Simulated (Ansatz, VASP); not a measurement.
Cr: VASP beside Ansatz

```
Cr
1.0
    -1.49963    1.49963    1.55731
     1.49963   -1.49963    1.55731
     1.49963    1.49963   -1.55731
Cr
1
Direct
  0.00000 0.00000 0.00000
```

Change from the starting cell: strain +0.040 along x and y, +0.080 along z, atoms carried along.

Alike in both runs: task single point; functional PBE; k mesh 24 × 24 × 24; occupations gaussian, width 0.15 eV; no spin polarisation.

|  | VASP | Ansatz |
| --- | --- | --- |
| version | VASP 6.6.1 | Ansatz 0.2.0 |
| potentials or method | VASP PAW PBE potentials, release 64 (Cr_pv) | scalar-relativistic, plane waves, PAW |
| plane-wave cutoff (eV) | 520 | 420 |
| valence electrons in the cell | 12 | 14 |

```csv
,VASP,Ansatz,Ansatz less VASP
gap on the k mesh at the Fermi level (eV),none,none,-
pressure (GPa),-32.8,-32.7,+0.12
largest component of the traceless stress (GPa),5.26,5.31,+0.050
```

A gap of «none» marks a metal or a gap that the smearing closes. The two sets of potentials don't hold the same shells in valence.

Caveats: the cell as given lies far from equilibrium; so large a pressure means that the cell lies far from this level's equilibrium, or that cutoff or potentials fall short (VASP); the run has no spin polarisation, though such a crystal can be magnetic. Spin polarisation is off, so any magnetic state and its effect on volume and gap are missing.
